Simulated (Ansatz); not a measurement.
InSe, DFT, PBEsol, all-electron LAPW, scalar-relativistic (Ansatz 0.2.0), run on 1 thread of Arm Neoverse V2 on a shared host.

The geometry is COD entry 1534648, unchecked; take it as a test cell. The listed cell was then made from it by scaling, straining or moving an atom.

Command: `ansatz run input.yaml --threads 1 --pin off --max-ram 6144MiB --backend cpu --events-out ev --progress --plain --runs-dir out`

```yaml
crystal:
  lattice:
    - [1.9399996608, 1.1200593264, 8.31667]
    - [-1.9399996608, 1.1200593264, 8.31667]
    - [0.0, -2.2401186528, 8.31667]
  atoms:
    - { symbol: In, position: [0.0, 0.0, 0.0] }
    - { symbol: In, position: [0.1122, 0.1122, 0.1122] }
    - { symbol: Se, position: [0.6155, 0.6155, 0.6155] }
    - { symbol: Se, position: [0.83, 0.83, 0.83] }
kpoints:
  mp_grid: { grid: [7, 7, 7] }
  band_path:
    path:
      - [0.0, 0.0, 0.0]
      - [-0.5, -0.5, -0.5]
      - [-0.5, -0.1787584917, -0.8212415083]
      - [-0.1787584917, 0.1787584917, -0.5]
      - [0.0, 0.0, -0.5]
      - [0.0, 0.0, 0.0]
      - [0.0, 0.3393792459, -0.3393792459]
      - [-0.3393792459, 0.0, -0.6606207541]
      - [-0.5, 0.0, -0.5]
    npoints: 5
scf:
  occupations: { method: fermi_dirac, width: 0.01 }
hamiltonian:
  xc: pbesol
  pseudopotentials: { kind: all_electron, lapw: { basis_error: 0.001 } }
output:
  forces: true
  stress: true
  eigenvalues: true
```

**Question.** How large is the problem that the program sets up?

**Answer.** 44 irreducible k-points, 1199 plane waves at Γ, 54 bands.

**Question.** Estimate the wall time and the peak memory.

**Answer.** 2.2 min of wall time for 9 SCF iterations, with a peak of 0.59 GiB. Times on shared machines scatter by tens of per cent.
